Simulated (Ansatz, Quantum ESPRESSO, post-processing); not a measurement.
# RbCl(001): dielectric constant from slabs in a field, part 2 of 2

How well do thin films like RbCl(001), 5 layers screen a field, with the ions clamped and free?

Quantum ESPRESSO 7.5; plane-wave DFT, LDA, GBRV ultrasoft pseudopotentials; geometry by Ansatz 0.2.0 with PAW datasets.

So far. Step 9 (Relaxing the ions, 5 layers: ions relaxed in a field of …): The SCF cycles converged, but the relaxation ran out of steps (nstep) before the forces met their threshold. Step 14 (Potential by pp.x, 9 layers): The slope in the vacuum is 0.100 eV/Å for an applied 0.10 V/Å, as it should be.

## 15. Clamped-ion dielectric constant from the field inside the slab, 9 layers (continued)

Running mean over one layer period, set to zero at the slab's centre. The change of the potential energy, second field less first by z:

z (Å), change of the potential energy, second field less first (eV) and a bar from the least value:
```
        0      -0.32 ###########
        1      -0.89 ##
        2      -1.06 
        3      -0.96 #
        4      -0.86 ###
        5      -0.76 ####
        6      -0.68 ######
        7      -0.61 #######
        8      -0.56 #######
        9      -0.52 ########
       10      -0.48 ########
       11      -0.44 #########
       12      -0.40 ##########
       13      -0.35 ##########
       14      -0.31 ###########
       15      -0.27 ############
       16      -0.23 ############
       17      -0.18 #############
       18      -0.14 #############
       19      -0.10 ##############
       20      -0.06 ###############
       21      -0.01 ###############
       22       0.03 ################
       23       0.07 #################
       24       0.11 #################
       25       0.16 ##################
       26       0.20 ##################
       27       0.24 ###################
       28       0.28 ####################
       29       0.33 ####################
       30       0.37 #####################
       31       0.41 ######################
       32       0.45 ######################
       33       0.50 #######################
       34       0.54 #######################
       35       0.58 ########################
       36       0.63 #########################
       37       0.70 ##########################
       38       0.80 ###########################
       39       0.90 #############################
       40       0.98 ##############################
       41       0.76 ###########################
       42       0.15 ##################
```

ε = 0.1000 / 0.0425 = 2.35.

## 16. By thickness

Table of sheet polarisability 4πα/A by layers:

| layers | sheet polarisability 4πα/A (Å) |
| --- | --- |
| 5.00 | 9.73 |
| 9.00 | 17.4 |

The dielectric constant stays at 2.35 for layers from 5 to 9.

## 17. Self-consistent run, 5 layers, with mixing_mode = local-TF and electron_maxstep = 80

A sensitivity test on the input.

n5.f1.w0.in

```
&control
  prefix = 'n5.f1.w0'
  outdir = './out'
  pseudo_dir = './pseudo'
  calculation = 'scf'
  tprnfor = .true.
  tefield = .true.
  dipfield = .true.
/
&system
  ibrav = 0
  nat = 10
  ntyp = 2
  ecutwfc = 40
  ecutrho = 200
  occupations = 'fixed'
  edir = 3
  emaxpos = 0.97
  eopreg = 0.04
  eamp = 0.00194469
/
&electrons
  conv_thr = 1e-10
  mixing_beta = 0.5
  electron_maxstep = 80
  mixing_mode = 'local-TF'
/
ATOMIC_SPECIES
  Rb  85.4678  rb_lda_v1.uspp.F.UPF
  Cl  35.4500  cl_lda_v1.4.uspp.F.UPF
CELL_PARAMETERS angstrom
  4.72347329830000 0.00000000000000 0.00000000000000
  0.00000000000000 4.72347329830000 0.00000000000000
  0.00000000000000 0.00000000000000 29.36000000000000
ATOMIC_POSITIONS crystal
  Rb  0.000000000000 0.000000000000 0.272939617544
  Cl  0.500000000000 0.500000000000 0.272148555546
  Rb  0.500000000000 0.500000000000 0.385694757710
  Cl  -0.000000000000 0.000000000000 0.385742894235
  Rb  -0.000000000000 0.000000000000 0.499999999138
  Cl  0.500000000000 0.500000000000 0.499999997873
  Rb  0.500000000000 0.500000000000 0.614305236596
  Cl  -0.000000000000 0.000000000000 0.614257114872
  Rb  -0.000000000000 0.000000000000 0.727060379943
  Cl  0.500000000000 0.500000000000 0.727851446542
K_POINTS automatic
  4 4 1 0 0 0
```

Command:

```sh
> OMP_NUM_THREADS=1 mpirun -n 8 pw.x -nk 1 -in n5.f1.w0.in > n5.f1.w0.out
```

The job ended after 56 s (8 MPI ranks of Arm Neoverse V2, shared host; peak memory 1.3 GiB).

Beside the run it was changed from:

| quantity | this run | unchanged run | difference |
| --- | --- | --- | --- |
| dipole along the normal (e·Å) | 0.1200 | 0.1199 | 2.1e-5 |
| free energy (eV) | -5906.767 | -5906.767 | 0 |
| wall time (s) | 56 | 26 |  |
| SCF iterations | 27 | 10 |  |

The free energy moves by +0 meV an atom.

The physical values in this table stay within 0.05 %.

## 18. SCF with pw.x, 5 layers, with eamp = 0.03

One more run, with a changed input.

n5.f1.bad.in

```
&control
  prefix = 'n5.f1.bad'
  outdir = './out'
  pseudo_dir = './pseudo'
  calculation = 'scf'
  tprnfor = .true.
  tefield = .true.
  dipfield = .true.
/
&system
  ibrav = 0
  nat = 10
  ntyp = 2
  ecutwfc = 40
  ecutrho = 200
  occupations = 'fixed'
  edir = 3
  emaxpos = 0.97
  eopreg = 0.04
  eamp = 0.03
/
&electrons
  conv_thr = 1e-10
  mixing_beta = 0.5
  electron_maxstep = 50
/
ATOMIC_SPECIES
  Rb  85.4678  rb_lda_v1.uspp.F.UPF
  Cl  35.4500  cl_lda_v1.4.uspp.F.UPF
CELL_PARAMETERS angstrom
  4.72347329830000 0.00000000000000 0.00000000000000
  0.00000000000000 4.72347329830000 0.00000000000000
  0.00000000000000 0.00000000000000 29.36000000000000
ATOMIC_POSITIONS crystal
  Rb  0.000000000000 0.000000000000 0.272939617544
  Cl  0.500000000000 0.500000000000 0.272148555546
  Rb  0.500000000000 0.500000000000 0.385694757710
  Cl  -0.000000000000 0.000000000000 0.385742894235
  Rb  -0.000000000000 0.000000000000 0.499999999138
  Cl  0.500000000000 0.500000000000 0.499999997873
  Rb  0.500000000000 0.500000000000 0.614305236596
  Cl  -0.000000000000 0.000000000000 0.614257114872
  Rb  -0.000000000000 0.000000000000 0.727060379943
  Cl  0.500000000000 0.500000000000 0.727851446542
K_POINTS automatic
  4 4 1 0 0 0
```

Command:

```sh
> OMP_NUM_THREADS=1 mpirun -n 8 pw.x -nk 1 -in n5.f1.bad.in > n5.f1.bad.out
```

Elapsed: 4.4 min, on 8 MPI ranks; peak memory 1.3 GiB.

The run ended without convergence. The estimated SCF accuracy went from 1.97e+03 Ry in the first cycle kept to 4.9e-07 Ry at best and 5.44 Ry in the last. The change made on purpose: a field far too strong.

More iterations help only where the error still falls; otherwise the mixing, the start or the set-up has to change.

## 19. A check by hand

A slab of thickness t takes t(1 − 1/ε) off the field's path. Four layers: (17.441 − 9.728) / 13.409 = 0.5752, so ε = 1/(1 − 0.5752) = 2.35.

## 20. Outcome

```json
{"clamped-ion dielectric constant, 5 layers": "2.35", "clamped-ion dielectric constant, 9 layers": "2.35", "sheet polarisability, 5 layers": "9.73 Å", "sheet polarisability, 9 layers": "17.4 Å"}
```

The electronic dielectric constant inside comes to 2.35; the relaxed-ion value was not obtained, because the relaxations did not both finish (LDA, GBRV ultrasoft). Four more layers add 13.41 Å and 7.71 Å of sheet polarisability; 1 − 1/ε = 0.575 then gives ε = 2.35 for the interior, free of the surfaces. The cubic lattice constant was set to 6.68 Å, near the PBE value. These functionals tend to put the electronic constant too high, and five layers have little bulk-like interior.

[Logs are printed without paths, hosts, clocks, repeated set-up lines and the standing remarks that a program may print on its own settings, such as how far it seeks lower states.]

[Hosts, paths, dates, database ids (printed as entryN), source tags and the programs' standing remarks are cut or masked in the printed files.]

[Maps of the electrostatic potential energy from Ansatz leave out the sawtooth potential of an applied field or a dipole correction, so their vacuum need not be flat; planar profiles and work functions include it.]
